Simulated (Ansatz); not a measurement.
# ZrN: the cost of one run

Program: the Python package of Ansatz 0.2.0. Level of theory: DFT PBEsol, plane waves, norm-conserving potentials. These are calculated values, not measurements.

The COD entry's cell or inner coordinates are ideal or old and differ from later refinements, so a difference from it is no clean test against experiment.

### 1 Starting point

It takes space group Fm-3m (No. 225, cubic). The conventional cell has a = 4.600 Å, b = 4.600 Å, c = 4.600 Å, α = 90.00°, β = 90.00°, γ = 90.00°. Zr (site symmetry m-3m) is surrounded by 6 N at 2.30 Å. N (site symmetry m-3m) has 6 Zr at 2.30 Å as nearest neighbours.

The script holds or builds the structure itself.

### 2 The script

Contents of vcrelax.py:

```python
"""Variable-cell relaxation of ZrN."""

import logging
import sys
import warnings

import ansatz as az
import numpy as np

logging.basicConfig(stream=sys.stdout, format="[%(levelname)s] %(message)s")
logger = logging.getLogger("zrn")
logger.setLevel(logging.INFO)

def edges_and_angles(cell):
    cell = np.asarray(cell)
    a, b, c = np.linalg.norm(cell, axis=1)
    cosines = cell[1] @ cell[2] / (b * c), cell[0] @ cell[2] / (a * c), cell[0] @ cell[1] / (a * b)
    return (a, b, c, *np.degrees(np.arccos(cosines)))

warnings.simplefilter("ignore", az.DeckWarning)

lattice = az.Lattice.of(
    (0.0, 2.3, 2.3),
    (2.3, 0.0, 2.3),
    (2.3, 2.3, 0.0),
)
sites = [
    ("Zr", (0.5, 0.5, 0.5)),
    ("N", (0.0, 0.0, 0.0)),
]
system = az.Crystal(lattice=lattice)
for symbol, position in sites:
    system = system.atom(symbol, position)

# every cell quantity that the symmetry leaves free
job = (
    system.calculation()
    .functional(az.Functional.PBESOL)
    .occupations("cold", width=0.02)  # the run then minimises F = E - TS
    .kpoints(12, shift=0.5)
    .pseudopotentials("nc")
    .scf(extra_bands=4)
    .eigensolver("davidson", full_accuracy=True)
    .accuracy("low")  # preset for grids and thresholds
    .relax(density_extrapolation="none", cell=True)
)
steps = []


def follow(event):
    if event["event"] != "relax_step":
        return
    row = event["data"]
    steps.append(row)
    logger.info(f"step {row['step']:3d}  E = {row['lagrangian_ev']:.5f} eV  largest force component = {row['allowed_force_max_ev_ang']:.4f} eV/A  P = {row['pressure_gpa']:.3f} GPa")


done = job.session().plan(threads=1).execute(on_event=follow)
data = done.report

first, last = steps[0], steps[-1]
symbols = [site.symbol for site in done.lattice.sites]
logger.info(f"energy gained {first['lagrangian_ev'] - last['lagrangian_ev']:.4f} eV in {len(steps) - 1} steps")
for label, vectors in (("before", first["cell_ang"]), ("after", done.lattice.cell_ang)):
    print(label, "a b c (A) {:.4f} {:.4f} {:.4f}  angles {:.2f} {:.2f} {:.2f}".format(*edges_and_angles(vectors)), f" V = {abs(np.linalg.det(vectors)):.3f} A^3")
print("final stress xx yy zz (GPa, compression positive):", np.round(np.diag(data["stress_gpa"]), 3) + 0.0)

change = np.array(last["positions_ang"]) @ np.linalg.inv(last["cell_ang"]) - np.array(first["positions_ang"]) @ np.linalg.inv(first["cell_ang"])
moved = np.linalg.norm(change @ np.array(last["cell_ang"]), axis=1)
print("displacement within the cell, strain taken out (A):", " ".join(f"{s}:{d:.3f}" for s, d in zip(symbols, moved)))

logger.info("atom   start x y z (A)              end x y z (A)")
for symbol, a, b in zip(symbols, first["positions_ang"], last["positions_ang"]):
    print(f"{symbol:3s}", " ".join(f"{v:8.4f}" for v in a), "  ", " ".join(f"{v:8.4f}" for v in b))

for key in ("converged", "n_iterations", "n_electrons", "n_kpoints", "n_pw", "n_symmetry_ops", "free_energy_ev", "fermi_energy_ev"):
    logger.info(f"{key:18s} {data[key]}")
```

### 3 What the engine is handed

The package turns the script's settings into the engine's input:

```yaml
crystal:
  lattice:
    - [0.0, 2.3, 2.3]
    - [2.3, 0.0, 2.3]
    - [2.3, 2.3, 0.0]
  atoms:
    - { symbol: Zr, position: [0.5, 0.5, 0.5] }
    - { symbol: "N", position: [0.0, 0.0, 0.0] }
accuracy: low
kpoints:
  mp_grid:
    grid: [12, 12, 12]
    shift: [0.5, 0.5, 0.5]
hamiltonian:
  xc: pbesol
  pseudopotentials:
    kind: nc
scf:
  n_extra_bands: 4
  occupations:
    method: cold
    width: 0.02
  eigensolver:
    kind: davidson
    full_accuracy: true
relax:
  density_extrapolation: none
  cell: {}
```

### 4 Running it

Run with:

```
$ python vcrelax.py
```

**Question.** How long does this script take on 1 thread of Arm Neoverse V2, shared host, and how much memory does it need?

About 1.7 min, with a peak of 0.49 GiB.
